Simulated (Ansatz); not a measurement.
# TiTe2: the cost of one run

Program: Ansatz 0.2.0. Level of theory: DFT PBE, scalar-relativistic, plane waves, PAW. These are calculated values, not measurements.

1 further run of the same task is left out (it didn't finish).

## 1. The system as given

It takes space group P6/mmm (No. 191, hexagonal). The conventional cell has a = 4.451 Å, b = 4.451 Å, c = 4.806 Å, α = 90.00°, β = 90.00°, γ = 120.00°. Ti (site symmetry 6/mmm) is surrounded by 12 Te at 3.52 Å. Te (site symmetry -6m2) has 3 Te at 2.57 Å and 6 Ti at 3.52 Å as nearest neighbours.

Coordinates:

```
CELL_PARAMETERS angstrom
4.45138 0.00000 0.00000
-2.22569 3.85501 0.00000
0.00000 0.00000 4.80631
ATOMIC_POSITIONS crystal
Ti 0.00000 0.00000 0.00000
Te 0.33333 0.66667 0.50000
Te 0.66667 0.33333 0.50000
```

(A quick probe on a coarse mesh, which set the mesh and smearing, is not shown.)

## 3. Coarse relaxation

File input.yaml:

```yaml
crystal:
  lattice:
    - [4.4513791531, 0.0, 0.0]
    - [-2.2256895765, 3.8550074284, 0.0]
    - [0.0, 0.0, 4.8063063945]
  atoms:
    - { symbol: Ti, position: [0.0, 0.0, 0.0] }
    - { symbol: Te, position: [0.3333333333, 0.6666666667, 0.5] }
    - { symbol: Te, position: [0.6666666667, 0.3333333333, 0.5] }
basis:
  ecutwfc: 420
kpoints:
  mp_grid: { grid: [6, 6, 4] }
hamiltonian:
  xc: pbe
scf:
  occupations: { method: gaussian, width: 0.1 }
  lower_state_search: "off"
output:
  forces: true
  stress: true
  eigenvalues: true
relax:
  adjacent_minimum: "off"
  f_tol: 0.04
  max_steps: 70
  cell: { stress_tol: 0.4 }
```

Launch:

```sh
> ansatz run input.yaml --threads 1 --pin off --max-ram 2560MiB --backend cpu --events-out ev --progress --plain --runs-dir out
```

**Question.** How long does this run take on 1 thread of Arm Neoverse V2, shared host, and how much memory does it need?

About 61 s, with a peak of 0.36 GiB.
